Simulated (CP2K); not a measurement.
Runs of CP2K 2026.2 on Si2W. Symmetry: I4/mmm, No. 139, tetragonal system. Conventional cell: a = 3.214 Å, b = 3.214 Å, c = 7.830 Å, α = 90.00°, β = 90.00°, γ = 90.00°. Around W (site symmetry 4/mmm) lie 10 Si at 2.62 Å. Si (site symmetry 4mm) is surrounded by 5 Si at 2.59 to 2.63 Å and 5 W at 2.62 Å. 

| level | potentials or basis | smearing | NGRIDS | points a segment of the path (NPOINTS) | bands added on the path | CUTOFF of the grids | gap on the mesh (eV) | pressure (GPa) | largest force (eV/Å) |
| --- | --- | --- | --- | --- | --- | --- | --- | --- | --- |
| r2SCAN | POTENTIAL_UZH W GTH-SCAN-q14, Si GTH-SCAN-q4; TZVP-MOLOPT-SCAN-GTH basis | fermi-dirac 0.0259 eV | 4 | 10 | 4 | 675 Ry | none | -2.9 | 0.08 |
| LDA | GTH_POTENTIALS W GTH-PADE-q14, Si GTH-PADE-q4; TZVP-MOLOPT-PBE-GTH basis | fermi-dirac 0.0259 eV | 4 | 6 | 2 | 450 Ry | none | -33.7 | 0.06 |
| PBE | POTENTIAL_UZH W GTH-PBE-q14, Si GTH-PBE-q4; TZVP-MOLOPT-PBE-GTH basis | fermi-dirac 0.0259 eV | 4 | 6 | 2 | 450 Ry | none | 2.5 | 0.07 |
| PBEsol | POTENTIAL_UZH W GTH-PBE-q14, Si GTH-PBE-q4; TZVP-MOLOPT-PBE-GTH basis | fermi-dirac 0.1 eV | 4 | 8 | 2 | 450 Ry | none | (a) | (b) |
| TB-mBJ | POTENTIAL_UZH W GTH-PBE-q14, Si GTH-PBE-q4; TZVP-MOLOPT-PBE-GTH basis | fermi-dirac 0.0259 eV | 5 | 6 | 6 | 675 Ry | none | - | - |

Alike in all rows: task band structure; no spin polarisation; cell as given; k mesh 12 × 12 × 12.

Q: Fill in the values left out.

A: (a) -0.3; (b) 0.03.

Caveats: spin-orbit coupling is left out, which moves the levels of the heavy elements; the basis of atomic orbitals isn't converged, which shifts pressures, moduli and gaps; the potentials were made for another functional, which shifts forces and pressure (some runs); a pressure of tens of GPa on the cell as given is suspect, and the run, the potentials or the cell itself is likely at fault (some runs); this is a model potential without an energy functional, so only levels have meaning (some runs).

A k mesh can miss the band edges, and the runs leave out spin-orbit coupling on W.

A gap of «none» marks a metal or a gap under the smearing width.
